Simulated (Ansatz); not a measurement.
Crystal: InGaAs2.

```
CELL_PARAMETERS angstrom
4.22500 0.00000 0.00000
0.00000 4.22500 0.00000
0.00000 0.00000 5.96215
ATOMIC_POSITIONS crystal
In 0.00000 0.00000 0.50000
As 0.00000 0.50000 0.23153
As 0.50000 0.00000 0.76848
Ga 0.50000 0.50000 0.00000
```

The cell comes from a database or a generator and needn't be the stable form of this composition.

Base run:

| Item | Value |
| --- | --- |
| Program | Ansatz 0.2.0 |
| Functional | r2SCAN0 |
| Potentials or basis | Ansatz PAW |
| Cutoff | 500 eV (not typed: the program's choice for these potentials) |
| k mesh | 4 × 4 × 3 |
| Occupations | fermi-dirac, width 0.05 eV |
| Spin | no spin polarisation |

Its results: band gap on the k mesh 1.22 eV, direct; pressure -3.7 GPa; largest force 0.030 eV/Å.

**Question.** The run is repeated on the same cell with these changes: functional from r2SCAN0 to PBE0; cutoff from 500 eV (not typed: the program's choice for these potentials) to 420 eV (not typed: the program's choice for these potentials). What comes out?

**Answer.** Band gap on the k mesh 0.99 eV, direct; pressure -2.4 GPa; largest force 0.027 eV/Å.

Caveats: odd divisions of the mesh miss points on the zone boundary, where band edges often lie, so the gap on the mesh can be too wide; spin-orbit coupling is left out, which moves the levels of the heavy elements; the PAW data sets come from PBE, with cores solved anew for the run's functional, which leaves a small shift of forces and pressure; the density of states is complete only up to the lowest level of the last band computed; the thresholds are loose for stress.

